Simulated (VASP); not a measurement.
Output of a VASP run:

**OSZICAR**
```
       N       E                     dE             d eps       ncg     rms          rms(c)
DAV:   1     0.151543610756E+02    0.15154E+02   -0.26973E+03   320   0.719E+02
DAV:   2    -0.836146724543E+01   -0.23516E+02   -0.23386E+02   400   0.880E+01
DAV:   3    -0.898465436245E+01   -0.62319E+00   -0.62319E+00   416   0.176E+01
DAV:   4    -0.898852026297E+01   -0.38659E-02   -0.38659E-02   472   0.170E+00
DAV:   5    -0.898854876454E+01   -0.28502E-04   -0.28502E-04   424   0.116E-01    0.337E+00
DAV:   6    -0.889563760092E+01    0.92911E-01   -0.10792E-01   384   0.152E+00    0.207E+00
DAV:   7    -0.886154250702E+01    0.34095E-01   -0.10421E-01   360   0.162E+00    0.436E-01
DAV:   8    -0.886140446119E+01    0.13805E-03   -0.64529E-03   320   0.481E-01    0.110E-01
DAV:   9    -0.886153379861E+01   -0.12934E-03   -0.38248E-04   400   0.138E-01    0.279E-02
DAV:  10    -0.886153781611E+01   -0.40175E-05   -0.88044E-06   488   0.198E-02    0.171E-02
DAV:  11    -0.886154702072E+01   -0.92046E-05   -0.13040E-05   344   0.255E-02    0.288E-03
DAV:  12    -0.886154706189E+01   -0.41168E-07   -0.23969E-07   296   0.299E-03
   1 F= -.88615471E+01 E0= -.88615471E+01  d E =-.886155E+01
       N       E                     dE             d eps       ncg     rms          rms(c)
DAV:   1    -0.886763351923E+01   -0.60865E-02   -0.11950E-01   368   0.181E+00    0.279E-01
DAV:   2    -0.886434863991E+01    0.32849E-02   -0.61751E-03   336   0.460E-01    0.172E-01
DAV:   3    -0.886318455862E+01    0.11641E-02   -0.36561E-03   352   0.280E-01    0.426E-02
DAV:   4    -0.886312947946E+01    0.55079E-04   -0.12229E-04   360   0.749E-02    0.430E-02
DAV:   5    -0.886311231674E+01    0.17163E-04   -0.23566E-05   432   0.266E-02    0.167E-02
DAV:   6    -0.886311230016E+01    0.16578E-07   -0.83500E-07   216   0.693E-03
   2 F= -.88631123E+01 E0= -.88631123E+01  d E =-.156524E-02
       N       E                     dE             d eps       ncg     rms          rms(c)
DAV:   1    -0.886394944978E+01   -0.83713E-03   -0.11828E-02   368   0.572E-01    0.874E-02
DAV:   2    -0.886362852080E+01    0.32093E-03   -0.59656E-04   336   0.142E-01    0.532E-02
DAV:   3    -0.886351725881E+01    0.11126E-03   -0.36024E-04   352   0.880E-02    0.139E-02
DAV:   4    -0.886351270230E+01    0.45565E-05   -0.11999E-05   360   0.235E-02    0.139E-02
DAV:   5    -0.886351153520E+01    0.11671E-05   -0.22073E-06   304   0.822E-03    0.502E-03
DAV:   6    -0.886351156605E+01   -0.30853E-07   -0.11195E-07   160   0.267E-03
   3 F= -.88635116E+01 E0= -.88635116E+01  d E =-.196450E-02
```

OUTCAR:
```
------------------------ aborting loop because EDIFF is reached ----------------------------------------
  FORCE on cell =-STRESS in cart. coord.  units (eV):
  Direction    XX          YY          ZZ          XY          YZ          ZX
  --------------------------------------------------------------------------------------
  Total        0.0011733      0.0011733      0.0011733      0.0000000      0.0000000      0.0000000
  in kB        0.0320330      0.0320330      0.0320330      0.0000000      0.0000000      0.0000000
  external PRESSURE =       0.0320330 kB  Pullay stress =       0.0000000 kB
  volume of cell :       58.68
      direct lattice vectors                 reciprocal lattice vectors
    -0.000000000  3.084364134  3.084364134    -0.162107967  0.162107967  0.162107967
     3.084364134  0.000000000  3.084364134     0.162107967 -0.162107967  0.162107967
     3.084364134  3.084364134  0.000000000     0.162107967  0.162107967 -0.162107967
 POSITION                                       TOTAL-FORCE (eV/Angst)
 -----------------------------------------------------------------------------------
      0.00000      0.00000      0.00000        -0.000000      0.000000      0.000000
      1.54218      1.54218      1.54218         0.000000     -0.000000     -0.000000
 -----------------------------------------------------------------------------------
    total drift:                               -0.000000     -0.000000     -0.000000
  FREE ENERGIE OF THE ION-ELECTRON SYSTEM (eV)
  ---------------------------------------------------
  free  energy   TOTEN  =        -8.8635115661 eV

  energy  without entropy=       -8.8635115660  energy(sigma->0) =       -8.86351157

 reached required accuracy - stopping structural energy minimisation
```
(Selected blocks of OUTCAR.)

### POSCAR
```
AlSb
1
    0.0000000000     3.0700000000     3.0700000000
    3.0700000000     0.0000000000     3.0700000000
    3.0700000000     3.0700000000     0.0000000000
Al Sb
1 1
Direct
  0.0000000000   0.0000000000   0.0000000000
  0.2500000000   0.2500000000   0.2500000000
```

Question: Reconstruct the remaining input files.

Answer: This is not unique; one that fits is the input of the run itself, PBEsol GGA, plane waves, VASP's PBE PAW potentials (set 64).

KPOINTS:
```
Automatic mesh
0
Gamma
7 7 7
0 0 0
```

**INCAR**
```
LMAXMIX = 4
LASPH = .TRUE.   ! aspherical one-centre terms
ISIF = 3   ! ions, shape and volume
NELM = 100   ! most electronic steps
LCHARG = .FALSE.
LWAVE = .FALSE.
LREAL = .FALSE.   ! projection in real space or not
GGA = PS   ! PBEsol
PREC = Accurate
SIGMA = 0.05   ! width (eV)
ENCUT = 520
NSW = 60
IBRION = 2   ! conjugate gradients
EDIFF = 1E-6   ! SCF stop (eV)
EDIFFG = -0.01
ISMEAR = 0
ALGO = Normal   ! blocked Davidson
SYSTEM = AlSb
```

POTCAR, in this order: Al Sb (PBE.64 set). Program: vasp_std.

The compound is AlSb in the zinc blende structure. This run relaxes it. Symmetry was kept, so distortions that lower it aren't found.
